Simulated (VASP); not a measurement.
# Ru (P6_3/mmc) in VASP: a series of runs, part 2 of 2

VASP 6.6.1. The steps go on from the part before.

### 4 Single point, PBEsol (grid = ENCUT=520 dk=0.35 cell=3x3x2 ISMEAR=1 SIGMA=0.1 LREAL=Auto EDIFF=1e-06)

The input, INCAR:

```
PREC = Accurate
ENCUT = 520
EDIFF = 1E-6
ISMEAR = 1
SIGMA = 0.1
LREAL = Auto
LASPH = True
NELM = 120
ALGO = Fast
ISIF = 2
LWAVE = False
LCHARG = False
GGA = PS
NBANDS = 288
NCORE = 1
KPAR = 2
```

The input, KPOINTS:

```
regular mesh
0
Gamma
  3 3 3
```

The input, POSCAR:

```
Ru
1.0
    8.1174000000      0.0000000000      0.0000000000
   -4.0587000000      7.0298746128      0.0000000000
    0.0000000000      0.0000000000      8.5638000000
Ru
36
Direct
    0.2222222222      0.1111111111      0.3750000000
    0.2222222222      0.1111111111      0.8750000000
    0.2222222222      0.4444444444      0.3750000000
    0.2222222222      0.4444444444      0.8750000000
    0.2222222222      0.7777777778      0.3750000000
    0.2222222222      0.7777777778      0.8750000000
    0.5555555556      0.1111111111      0.3750000000
    0.5555555556      0.1111111111      0.8750000000
    0.5555555556      0.4444444444      0.3750000000
    0.5555555556      0.4444444444      0.8750000000
    0.5555555556      0.7777777778      0.3750000000
    0.5555555556      0.7777777778      0.8750000000
    0.8888888889      0.1111111111      0.3750000000
    0.8888888889      0.1111111111      0.8750000000
    0.8888888889      0.4444444444      0.3750000000
    0.8888888889      0.4444444444      0.8750000000
    0.8888888889      0.7777777778      0.3750000000
    0.8888888889      0.7777777778      0.8750000000
    0.1111111111      0.2222222222      0.1250000000
    0.1111111111      0.2222222222      0.6250000000
    0.1111111111      0.5555555556      0.1250000000
    0.1111111111      0.5555555556      0.6250000000
    0.1111111111      0.8888888889      0.1250000000
    0.1111111111      0.8888888889      0.6250000000
    0.4444444444      0.2222222222      0.1250000000
    0.4444444444      0.2222222222      0.6250000000
    0.4444444444      0.5555555556      0.1250000000
    0.4444444444      0.5555555556      0.6250000000
    0.4444444444      0.8888888889      0.1250000000
    0.4444444444      0.8888888889      0.6250000000
    0.7777777778      0.2222222222      0.1250000000
    0.7777777778      0.2222222222      0.6250000000
    0.7777777778      0.5555555556      0.1250000000
    0.7777777778      0.5555555556      0.6250000000
    0.7777777778      0.8888888889      0.1250000000
    0.7777777778      0.8888888889      0.6250000000
```

Potentials or basis: VASP PAW PBE potentials, release 64 (Ru_pv).

Command:

```
cat potpaw_PBE.64/Ru_pv/POTCAR > POTCAR
mpirun -np 4 vasp_std > vasp.out
```

OUTCAR:

```text
PREC = Accurate
   ENCUT = 520
   EDIFF = 1E-6
   ISMEAR = 1
   LREAL = Auto
   LASPH = True
   NELM = 120
   ISIF = 2
   GGA = PS

 Found      6 irreducible k-points:

 Following reciprocal coordinates:
            Coordinates               Weight
  0.000000  0.000000  0.000000      1.000000
  0.333333  0.000000  0.000000      6.000000
  0.333333  0.333333  0.000000      2.000000
  0.000000  0.000000  0.333333      2.000000
  0.333333  0.000000  0.333333     12.000000
  0.333333  0.333333  0.333333      4.000000
   k-points           NKPTS =      6   k-points in BZ     NKDIM =      6   number of bands    NBANDS=    288
   number of dos      NEDOS =    301   number of ions     NIONS =     36
   total plane-waves  NPLWV = 230400
   dimension x,y,z NGX =    60 NGY =   60 NGZ =   64
   dimension x,y,z NGXF=   120 NGYF=  120 NGZF=  128
   ions per type =              36
   NGX,Y,Z   is equivalent  to a cutoff of  12.29, 12.29, 12.42 a.u.
   NGXF,Y,Z  is equivalent  to a cutoff of  24.58, 24.58, 24.85 a.u.
 SYSTEM =  unknown system
   PREC   = accura    normal or accurate (medium, high low for compatibility)
   ISTART =      0    job   : 0-new  1-cont  2-samecut
   ICHARG =      2    charge: 1-file 2-atom 10-const
   ISPIN  =      1    spin polarized calculation?
   LNONCOLLINEAR =      F non collinear calculations
   LSORBIT =      F    spin-orbit coupling
   LASPH  =      T    aspherical Exc in radial PAW
   ENCUT  =  520.0 eV  38.22 Ry    6.18 a.u.  15.09 15.09 15.92*2*pi/ulx,y,z
   NELM   =    120;   NELMIN=  2; NELMDL= -5     # of ELM steps
   EDIFF  = 0.1E-05   stopping-criterion for ELM
   LREAL  =      T    real-space projection
   EDIFFG = 0.1E-04   stopping-criterion for IOM
   NSW    =      0    number of steps for IOM
   IBRION =     -1    ionic relax: 0-MD 1-quasi-New 2-CG
   NFREE  =      0    steps in history (QN), initial steepest desc. (CG)
   ISIF   =      2    stress and relaxation
   ISYM   =      2    0-nonsym 1-usesym 2-fastsym
   POTIM  = 0.5000    time-step for ionic-motion
   TEBEG  =    0.0;   TEEND  =   0.0 temperature during run
   PSTRESS=    0.0 pullay stress
   NELECT =     504.0000    total number of electrons
   NUPDOWN=      -1.0000    fix difference up-down
   EMIN   =  10.00;   EMAX   =-10.00  energy-range for DOS
   EFERMI =   0.00;   METHOD = LEGACY
   ISMEAR =     1;   SIGMA  =   0.10  broadening in eV -4-tet -1-fermi 0-gaus
   EFERMI_NEDOS =   21; number of points for ismear=-14 and -15
   IALGO  =     68    algorithm
   IMIX   =      4    mixing-type and parameters
     AMIX     =   0.40;   BMIX     =  1.00
     AMIX_MAG =   1.60;   BMIX_MAG =  1.00
  volume/ion in A,a.u.               =      13.57        91.61
  Fermi-wavevector in a.u.,A,eV,Ry     =   1.654022  3.125649 37.222674  2.735789
  Thomas-Fermi vector in A             =   2.742361
   LORBIT       =      0    0 simple, 1 ext, 2 COOP (PROOUT), +10 PAW based schemes
   GGA     = PS    functional components
   LHFCALC =     F    Hartree Fock is set to
   AEXX    =    0.0000 exact exchange contribution
   IVDW    =     0    specifies the selected vdW correction
   LEPSILON=     F    determine dielectric tensor
   LRPA    =     F    only Hartree local field effects (RPA)
 non-spin polarized calculation
 RMM-DIIS sequential band-by-band and
 Methfessel and Paxton  Order N= 1 SIGMA  =   0.10
  energy-cutoff  :      520.00
  volume of cell :      488.69
 maximum number of plane-waves:     13178
   NGX = 31   NGY = 31   NGZ = 31

 number of electron     504.0000151 magnetization

 Free energy of the ion-electron system (eV)
  ---------------------------------------------------
  ext. energy  EPLUGINS =         0.00000000
  ---------------------------------------------------
  free energy    TOTEN  =      -366.33487411 eV

  energy without entropy =     -366.35977828  energy(sigma->0) =     -366.34317550

 E-fermi :  12.7758     XC(G=0): -14.2822

 val. band max:       12.7734896856   @ k =   0.3333   0.3333   0.3333
 cond. band min:      12.8534100446   @ k =   0.3333   0.0000   0.3333
 fundamental gap:      0.0799203590
 Fermi energy:        12.7757886418

 k-point     1 :       0.0000    0.0000    0.0000
  band No.  band energies     occupation
      1     -30.8929      2.00000
      2     -30.6602      2.00000
      3     -30.6602      2.00000
      4     -30.6602      2.00000
      5     -30.6602      2.00000
      6     -30.6459      2.00000
[... 1591 lines left out ...]
    263      13.5066     -0.00000
    264      13.5066     -0.00000
 [bands above 264 left out]

------------------------ aborting loop because EDIFF is reached ----------------------------------------

  FORCE on cell =-STRESS in cart. coord.  units (eV):
  Direction    XX          YY          ZZ          XY          YZ          ZX
  --------------------------------------------------------------------------------------
  -------------------------------------------------------------------------------------
  Total      -19.7505120    -19.7505120    -21.4037282      0.0000000      0.0000000      0.0000000
  in kB      -64.7527025    -64.7527025    -70.1728261      0.0000000      0.0000000      0.0000000
  external PRESSURE =     -66.5594103 kB  Pullay stress =       0.0000000 kB

 VOLUME and BASIS-vectors are now :
 -----------------------------------------------------------------------------
  energy-cutoff  :      520.00
  volume of cell :      488.69
      direct lattice vectors                 reciprocal lattice vectors
     8.117400000  0.000000000  0.000000000     0.123192155  0.071125024  0.000000000
    -4.058700000  7.029874613  0.000000000     0.000000000  0.142250048  0.000000000
     0.000000000  0.000000000  8.563800000     0.000000000  0.000000000  0.116770592

 POSITION                                       TOTAL-FORCE (eV/Angst)
 -----------------------------------------------------------------------------------
      1.35290      0.78110      3.21143         0.000000     -0.000000      0.000000
      1.35290      0.78110      7.49333        -0.000000     -0.000000      0.000000
      0.00000      3.12439      3.21143        -0.000000      0.000000     -0.000000
      0.00000      3.12439      7.49333        -0.000000      0.000000     -0.000000
     -1.35290      5.46768      3.21143        -0.000000     -0.000000      0.000000
     -1.35290      5.46768      7.49333        -0.000000     -0.000000     -0.000000
[... 28 lines left out ...]
      2.70580      6.24878      1.07048         0.000000     -0.000000     -0.000000
      2.70580      6.24878      5.35238         0.000000     -0.000000      0.000000
 -----------------------------------------------------------------------------------
    total drift:                                0.000000     -0.000000      0.000000

  FREE ENERGIE OF THE ION-ELECTRON SYSTEM (eV)
  ---------------------------------------------------
  free  energy   TOTEN  =      -366.3348741086 eV

  energy  without entropy=     -366.3597782765  energy(sigma->0) =     -366.34317550
```

Run time: 6.2 min. Hardware: 4 MPI ranks of Intel Xeon 6975P-C (Granite Rapids), shared host; peak memory 0.55 GiB.

These settings aren't checked as converged: the numbers below hold their error.

Results:

```
Free energy            : -366.3349 eV
Pressure               : -6.7 GPa
Band gap on the k mesh : none (metal or under the smearing width)
```

Caveat: the PAW data sets were made with another functional, which shifts forces and pressure a little.

### 5 Single point, PBEsol (grid = ENCUT=650 dk=0.27 cell=3x3x3 ISMEAR=1 SIGMA=0.1 LREAL=Auto EDIFF=1e-07)

The input, INCAR:

```
SYSTEM = Ru
PREC = Accurate
ENCUT = 650
EDIFF = 1E-7
ISMEAR = 1
SIGMA = 0.1
LREAL = Auto
LASPH = .True.
NELM = 120
ALGO = Fast
ISIF = 2
LWAVE = .False.
LCHARG = .False.
GGA = PS
NBANDS = 431
NCORE = 1
KPAR = 2
```

The input, KPOINTS:

```
Automatic mesh
0
Gamma
  4 4 2
  0 0 0
```

The input, POSCAR:

```
Ru
1.0
    8.1174000000      0.0000000000      0.0000000000
   -4.0587000000      7.0298746128      0.0000000000
    0.0000000000      0.0000000000     12.8457000000
Ru
54
Direct
    0.2222222222      0.1111111111      0.2500000000
    0.2222222222      0.1111111111      0.5833333333
    0.2222222222      0.1111111111      0.9166666667
    0.2222222222      0.4444444444      0.2500000000
    0.2222222222      0.4444444444      0.5833333333
    0.2222222222      0.4444444444      0.9166666667
    0.2222222222      0.7777777778      0.2500000000
    0.2222222222      0.7777777778      0.5833333333
    0.2222222222      0.7777777778      0.9166666667
    0.5555555556      0.1111111111      0.2500000000
    0.5555555556      0.1111111111      0.5833333333
    0.5555555556      0.1111111111      0.9166666667
    0.5555555556      0.4444444444      0.2500000000
    0.5555555556      0.4444444444      0.5833333333
    0.5555555556      0.4444444444      0.9166666667
    0.5555555556      0.7777777778      0.2500000000
    0.5555555556      0.7777777778      0.5833333333
    0.5555555556      0.7777777778      0.9166666667
    0.8888888889      0.1111111111      0.2500000000
    0.8888888889      0.1111111111      0.5833333333
    0.8888888889      0.1111111111      0.9166666667
    0.8888888889      0.4444444444      0.2500000000
    0.8888888889      0.4444444444      0.5833333333
    0.8888888889      0.4444444444      0.9166666667
    0.8888888889      0.7777777778      0.2500000000
    0.8888888889      0.7777777778      0.5833333333
    0.8888888889      0.7777777778      0.9166666667
    0.1111111111      0.2222222222      0.0833333333
    0.1111111111      0.2222222222      0.4166666667
    0.1111111111      0.2222222222      0.7500000000
    0.1111111111      0.5555555556      0.0833333333
    0.1111111111      0.5555555556      0.4166666667
    0.1111111111      0.5555555556      0.7500000000
    0.1111111111      0.8888888889      0.0833333333
    0.1111111111      0.8888888889      0.4166666667
    0.1111111111      0.8888888889      0.7500000000
    0.4444444444      0.2222222222      0.0833333333
    0.4444444444      0.2222222222      0.4166666667
    0.4444444444      0.2222222222      0.7500000000
    0.4444444444      0.5555555556      0.0833333333
    0.4444444444      0.5555555556      0.4166666667
    0.4444444444      0.5555555556      0.7500000000
    0.4444444444      0.8888888889      0.0833333333
    0.4444444444      0.8888888889      0.4166666667
    0.4444444444      0.8888888889      0.7500000000
    0.7777777778      0.2222222222      0.0833333333
    0.7777777778      0.2222222222      0.4166666667
    0.7777777778      0.2222222222      0.7500000000
    0.7777777778      0.5555555556      0.0833333333
    0.7777777778      0.5555555556      0.4166666667
    0.7777777778      0.5555555556      0.7500000000
    0.7777777778      0.8888888889      0.0833333333
    0.7777777778      0.8888888889      0.4166666667
    0.7777777778      0.8888888889      0.7500000000
```

Command:

```
cat potpaw_PBE.64/Ru_pv/POTCAR > POTCAR
mpirun -np 4 vasp_std > vasp.out
```

Run time: 33 min. Hardware: 4 MPI ranks of AMD EPYC 9R45 (Zen 5), shared host; peak memory 1.4 GiB.

Results (log left out):

```yaml
Free_energy: -549.1652 eV
Pressure: -6.6 GPa
Band_gap_on_the_k_mesh: none (metal or under the smearing width)
```

Stress tensor (GPa, compression positive):
```
-6.50  0.00  0.00
 0.00 -6.50  0.00
 0.00  0.00 -6.72
```

Levels at points of the mesh, in eV from the Fermi level:
| k point | band 373 | band 374 | band 375 | band 376 | band 377 | band 378 | band 379 | band 380 |
| --- | --- | --- | --- | --- | --- | --- | --- | --- |
| (0.00, 0.00, 0.00) | -0.17 | -0.17 | -0.17 | 0.23 | 0.23 | 0.23 | 0.23 | 0.23 |
| (0.50, 0.00, 0.00) | -0.22 | -0.22 | -0.22 | -0.22 | -0.22 | -0.05 | -0.05 | 0.09 |
| (0.00, 0.00, 0.50) | 0.30 | 0.30 | 0.30 | 0.30 | 0.33 | 0.33 | 0.42 | 0.42 |
| (0.50, 0.00, 0.50) | -0.12 | -0.12 | 0.25 | 0.25 | 0.25 | 0.25 | 0.47 | 0.47 |

Caveat: the PAW data sets were made with another functional, which shifts forces and pressure a little.

### 6 The reference run

An earlier run on the cell as given: functional PBE; potentials or basis VASP PAW PBE potentials, release 64 (Ru_pv); cutoff 520 eV; k mesh 11 × 11 × 6; occupations fermi-dirac, width 0.05 eV; no spin polarisation.

* Pressure: 4.5 GPa
* Band gap on the k mesh: none (metal or under the smearing width)
